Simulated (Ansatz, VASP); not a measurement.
**MgS: VASP beside Ansatz**

```
CELL_PARAMETERS angstrom
3.58601 0.00000 0.00000
-1.79301 3.10558 0.00000
0.00000 0.00000 6.14736
ATOMIC_POSITIONS crystal
Mg 0.00000 0.00000 0.00000
Mg 0.00000 0.00000 0.50000
S 0.33333 0.66667 0.25000
S 0.66667 0.33333 0.75000
```

Change from the starting cell: biaxial_xy strain -1.6%.

Alike in both runs: task single point; functional PBE; k mesh 12 × 12 × 4; occupations fermi-dirac, width 0.02 eV; no spin polarisation.

```csv
,VASP,Ansatz
version,VASP 6.6.1,Ansatz 0.2.0
potentials or method,"VASP PAW PBE potentials, release 64 (Mg, S)","plane waves, PAW"
plane-wave cutoff (eV),520,420
valence electrons in the cell,16,32
```

Ansatz gave:

| Item | Value |
| --- | --- |
| gap on the k mesh at the Fermi level (eV) | 3.38 |
| pressure (GPa) | 3.9 |
| largest component of the traceless stress (GPa) | 1.53 |

**Question.** What did VASP give for the same quantities?

**Answer.** gap on the k mesh at the Fermi level (eV): 3.37; pressure (GPa): 3.6; largest component of the traceless stress (GPa): 1.56.

The two sets of potentials don't hold the same shells in valence.

A k mesh can miss the band edges.
